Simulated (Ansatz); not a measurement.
A run of Ansatz 0.2.0 is set up as follows.

run.py

```python
import json

import ase.io
import numpy as np
import spglib
from ase.calculators.calculator import CalculationFailed, Calculator
from ase.stress import full_3x3_to_voigt_6_stress
from ase.units import GPa

import ansatz as az

class AnsatzCalculator(Calculator):
    implemented_properties = ["energy", "free_energy", "forces", "stress", "magmom"]

    def calculate(self, atoms, properties, system_changes):
        super().calculate(atoms, properties, system_changes)
        structure = atoms.copy()
        structure.set_constraint()
        structure.set_momenta(None)
        structure.set_masses(None)
        outcome = (
            az.Crystal.from_ase(structure)
            .calculation()
            .basis(xc_grid=3)
            .kpoints(7, 7, 7)
            .functional("r2scan", dispersion="rvv10")
            .pseudopotentials(kind="paw", source="ansatz")
            .hubbard(double_counting="fll")
            .hubbard("Ti", "d", u_eff=5.3)
            .scf(tolerance=2e-10)
            .occupations(method="fermi_dirac", width=0.15)
            .forces()
            .stress()
            .run(threads=2)
        )
        if not outcome.report["converged"]:
            raise CalculationFailed("SCF not converged")
        report = outcome.report
        self.results = {
            "free_energy": report["lagrangian_ev"],
            "energy": report["lagrangian_ev"],
            "forces": np.array(report["forces_ev_ang"]),
            "stress": -GPa * full_3x3_to_voigt_6_stress(report["stress_gpa"]),
            "magmom": report["magnetization_mub"],
        }

np.set_printoptions(precision=5, suppress=True, linewidth=110)
atoms = ase.io.read("Ti3Al.cif")
cell, frac, numbers = spglib.find_primitive((atoms.cell[:], atoms.get_scaled_positions(), atoms.numbers), symprec=1e-5)
atoms = ase.Atoms(numbers, cell=cell, scaled_positions=frac, pbc=True)
atoms.calc = AnsatzCalculator()
print(f"free energy {atoms.get_potential_energy():.6f} eV")
print("forces (eV/A)", atoms.get_forces(), sep="\n")
print("stress (GPa, Voigt, tension positive)", atoms.get_stress() / GPa, sep="\n")
print(f"moment {atoms.get_magnetic_moment():.4f} muB")
```

The input Ti3Al.cif:

```cif
data_Ti3Al
_cell_length_a 6.46356200
_cell_length_b 6.46356200
_cell_length_c 6.46356200
_cell_angle_alpha 90.00000000
_cell_angle_beta 90.00000000
_cell_angle_gamma 90.00000000
_space_group_name_H-M_alt 'Fm-3m'
_space_group_name_Hall '-F 4 2 3'
_space_group_IT_number 225
loop_
_space_group_symop_operation_xyz
'x,y,z'
'-x,-y,-z'
'-y,x,z'
'y,-x,-z'
'-x,-y,z'
'x,y,-z'
'y,-x,z'
'-y,x,-z'
'x,-y,-z'
'-x,y,z'
'-y,-x,-z'
'y,x,z'
'-x,y,-z'
'x,-y,z'
'y,x,-z'
'-y,-x,z'
'z,x,y'
'-z,-x,-y'
'z,-y,x'
'-z,y,-x'
'z,-x,-y'
'-z,x,y'
'z,y,-x'
'-z,-y,x'
'-z,x,-y'
'z,-x,y'
'-z,-y,-x'
'z,y,x'
'-z,-x,y'
'z,x,-y'
'-z,y,x'
'z,-y,-x'
'y,z,x'
'-y,-z,-x'
'x,z,-y'
'-x,-z,y'
'-y,z,-x'
'y,-z,x'
'-x,z,y'
'x,-z,-y'
'-y,-z,x'
'y,z,-x'
'-x,-z,-y'
'x,z,y'
'y,-z,-x'
'-y,z,x'
'x,-z,y'
'-x,z,-y'
'x,y+1/2,z+1/2'
'-x,-y+1/2,-z+1/2'
'-y,x+1/2,z+1/2'
'y,-x+1/2,-z+1/2'
'-x,-y+1/2,z+1/2'
'x,y+1/2,-z+1/2'
'y,-x+1/2,z+1/2'
'-y,x+1/2,-z+1/2'
'x,-y+1/2,-z+1/2'
'-x,y+1/2,z+1/2'
'-y,-x+1/2,-z+1/2'
[... 43 lines left out ...]
'y+1/2,-x,z+1/2'
'-y+1/2,x,-z+1/2'
'x+1/2,-y,-z+1/2'
'-x+1/2,y,z+1/2'
'-y+1/2,-x,-z+1/2'
'y+1/2,x,z+1/2'
'-x+1/2,y,-z+1/2'
'x+1/2,-y,z+1/2'
'y+1/2,x,-z+1/2'
'-y+1/2,-x,z+1/2'
'z+1/2,x,y+1/2'
'-z+1/2,-x,-y+1/2'
'z+1/2,-y,x+1/2'
'-z+1/2,y,-x+1/2'
'z+1/2,-x,-y+1/2'
'-z+1/2,x,y+1/2'
'z+1/2,y,-x+1/2'
'-z+1/2,-y,x+1/2'
'-z+1/2,x,-y+1/2'
'z+1/2,-x,y+1/2'
'-z+1/2,-y,-x+1/2'
'z+1/2,y,x+1/2'
'-z+1/2,-x,y+1/2'
'z+1/2,x,-y+1/2'
'-z+1/2,y,x+1/2'
'z+1/2,-y,-x+1/2'
'y+1/2,z,x+1/2'
'-y+1/2,-z,-x+1/2'
'x+1/2,z,-y+1/2'
'-x+1/2,-z,y+1/2'
'-y+1/2,z,-x+1/2'
'y+1/2,-z,x+1/2'
'-x+1/2,z,y+1/2'
'x+1/2,-z,-y+1/2'
'-y+1/2,-z,x+1/2'
'y+1/2,z,-x+1/2'
'-x+1/2,-z,-y+1/2'
'x+1/2,z,y+1/2'
'y+1/2,-z,-x+1/2'
'-y+1/2,z,x+1/2'
'x+1/2,-z,y+1/2'
'-x+1/2,z,-y+1/2'
'x+1/2,y+1/2,z'
'-x+1/2,-y+1/2,-z'
'-y+1/2,x+1/2,z'
'y+1/2,-x+1/2,-z'
'-x+1/2,-y+1/2,z'
'x+1/2,y+1/2,-z'
'y+1/2,-x+1/2,z'
'-y+1/2,x+1/2,-z'
'x+1/2,-y+1/2,-z'
'-x+1/2,y+1/2,z'
'-y+1/2,-x+1/2,-z'
'y+1/2,x+1/2,z'
'-x+1/2,y+1/2,-z'
'x+1/2,-y+1/2,z'
'y+1/2,x+1/2,-z'
'-y+1/2,-x+1/2,z'
'z+1/2,x+1/2,y'
'-z+1/2,-x+1/2,-y'
'z+1/2,-y+1/2,x'
'-z+1/2,y+1/2,-x'
'z+1/2,-x+1/2,-y'
'-z+1/2,x+1/2,y'
'z+1/2,y+1/2,-x'
'-z+1/2,-y+1/2,x'
'-z+1/2,x+1/2,-y'
'z+1/2,-x+1/2,y'
'-z+1/2,-y+1/2,-x'
'z+1/2,y+1/2,x'
'-z+1/2,-x+1/2,y'
'z+1/2,x+1/2,-y'
'-z+1/2,y+1/2,x'
'z+1/2,-y+1/2,-x'
'y+1/2,z+1/2,x'
'-y+1/2,-z+1/2,-x'
'x+1/2,z+1/2,-y'
'-x+1/2,-z+1/2,y'
'-y+1/2,z+1/2,-x'
'y+1/2,-z+1/2,x'
'-x+1/2,z+1/2,y'
'x+1/2,-z+1/2,-y'
'-y+1/2,-z+1/2,x'
'y+1/2,z+1/2,-x'
'-x+1/2,-z+1/2,-y'
'x+1/2,z+1/2,y'
'y+1/2,-z+1/2,-x'
'-y+1/2,z+1/2,x'
'x+1/2,-z+1/2,y'
'-x+1/2,z+1/2,-y'
loop_
_atom_site_label
_atom_site_type_symbol
_atom_site_symmetry_multiplicity
_atom_site_Wyckoff_symbol
_atom_site_fract_x
_atom_site_fract_y
_atom_site_fract_z
_atom_site_occupancy
Ti1 Ti 4 a 0.0000000000 0.0000000000 0.0000000000 1
Ti2 Ti 8 c 0.2500000000 0.7500000000 0.7500000000 1
Al1 Al 4 b 0.5000000000 0.0000000000 0.0000000000 1
```

Potentials or basis: Ansatz PAW earlier set.

Launch:

```bash
$ python run.py
```

(1) What does it give for the pressure?

Results:

(1) 5.8 GPa.

Caveat: the PAW data sets were made with another functional, which shifts forces and pressure a little; the U is typed as a test and isn't derived for this compound.
